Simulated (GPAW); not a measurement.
The system is Ti.

```
CELL_PARAMETERS angstrom
-1.64100 1.64100 1.64100
1.64100 -1.64100 1.64100
1.64100 1.64100 -1.64100
ATOMIC_POSITIONS crystal
Ti 0.00000 0.00000 0.00000
```

This isn't the form of Ti at room conditions, which is hcp.

- Program: GPAW 26.7.0
- Task: relaxation of cell and atoms
- Functional: PBEsol
- Potentials or basis: PAW data sets generated in the run's folder for this functional
- Cutoff: 600 eV
- Basis: pw
- k mesh: 11 × 11 × 11
- Occupations: fermi-dirac, width 0.05 eV
- Spin: no spin polarisation

At the start: pressure -7.2 GPa; volume 17.68 Å³/atom.

Question: How do energy, volume and symmetry change on relaxing?

Answer: Over 4 steps the energy falls by 23.5 meV/atom and the volume is 16.47 Å³/atom (-6.8 %); space group Im-3m (No. 229, to 0.05 Å).

Step by step:
| step | energy change (eV) | largest force (eV/Å) | pressure (GPa) | volume (Å³) |
| --- | --- | --- | --- | --- |
| 1 | 0.0000 | 0.0000 | -7.22 | 17.68 |
| 2 | -0.0184 | 0.0000 | -3.98 | 17.08 |
| 3 | -0.0233 | 0.0000 | 0.24 | 16.43 |
| 4 | -0.0235 | 0.0000 | -0.01 | 16.47 |

Final structure:
```xyz
1
Lattice="-1.6027 1.6027 1.6027 1.6027 -1.6027 1.6027 1.6027 1.6027 -1.6027" Properties=species:S:1:pos:R:3 pbc="T T T"
Ti    0.0000    0.0000    0.0000
```

Caveat: later steps reuse the first step's grids.
